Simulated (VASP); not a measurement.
A run of VASP 6.6.1:

INCAR

```
SYSTEM = BN
  ALGO = Normal
  EDIFF = 1E-6
  ENCUT = 520
  GGA = PE
  ISIF = 2
  ISMEAR = 0
  LASPH = .TRUE.
  LCHARG = .TRUE.
  LELF = .TRUE.
  LREAL = .FALSE.
  LVHAR = .TRUE.
  LWAVE = .FALSE.
  NBANDS = 11
  NELM = 100
  PREC = Accurate
  SIGMA = 0.1
```

The input KPOINTS:

```
k-points
0
G
  12 12 12
  0 0 0
```

File POSCAR:

```
BN
1.0
    1.2511217600      0.7223355200      3.3729343400
   -1.2511217600      0.7223355200      3.3729343400
    0.0000000000     -1.4446710300      3.3729343400
B N
1 1
Direct
    0.9996712200      0.9996712200      0.9996712200
    0.3327617900      0.3327617900      0.3327617900
```

Potentials or basis: VASP PAW PBE potentials, release 64 (B, N).

The run is started by

```bash
$ cat potpaw_PBE.64/B/POTCAR potpaw_PBE.64/N/POTCAR > POTCAR
$ mpirun -np 1 vasp_std > vasp.out
```

Hardware: 1 thread of Intel(R) Xeon(R) 6975P-C (Granite Rapids), on a shared host.

Question: How long does it take, and how much memory?

Answer: Wall time 31 s on 1 thread of Intel(R) Xeon(R) 6975P-C (Granite Rapids) (shared host), peak memory 0.17 GiB. Counts: scf iterations 13, k points 189.
